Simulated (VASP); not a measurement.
Runs of VASP 6.6.1 on TiO2. Symmetry: P4_2/mnm, No. 136, tetragonal system. Conventional cell: a = 4.600 Å, b = 4.600 Å, c = 2.959 Å, α = 90.00°, β = 90.00°, γ = 90.00°. Ti (site symmetry mmm) is surrounded by 6 O at 1.95 to 1.98 Å. O (site symmetry m2m) is surrounded by 3 Ti at 1.95 to 1.98 Å. The cell is a database's computed one.

| task | level | potentials or basis | cell | cutoff (eV) | smearing | gap on the mesh (eV) | pressure (GPa) | largest force (eV/Å) |
| --- | --- | --- | --- | --- | --- | --- | --- | --- |
| band structure | PBE | VASP PAW PBE potentials, release 54 (Ti_sv, O) | as given | 520 | fermi-dirac 0.05 eV | 1.84 | 5.0 | 0.02 |
| relaxation of cell and atoms | PBE | VASP PAW PBE potentials, release 64 (Ti_sv, O_s) | relaxed | 480 | fermi-dirac 0.05 eV | (b) | 0.0 | - |
| single point | PBE | VASP PAW PBE potentials, release 64 (Ti_sv, O) | as given | 520 | gaussian 0.015 eV | 1.84 | 4.9 | 0.02 |
| band structure | LMBJ | VASP PAW PBE potentials, release 64 (Ti_sv, O) | as given | 520 | fermi-dirac 0.05 eV | (a) | - | - |
| band structure | revTPSS | VASP PAW PBE potentials, release 64 (Ti_sv, O) | as given | 520 | fermi-dirac 0.05 eV | 1.97 | 4.3 | 0.10 |

Alike in all rows: no spin polarisation; k mesh 6 × 6 × 9.

Question: Estimate the missing entries.

Answer: (a) 2.84; (b) 1.81.

Caveats: an odd mesh through Γ misses points on the zone boundary, where band edges often lie (some runs); the PAW data sets were made with another functional, which shifts forces and pressure a little (some runs).
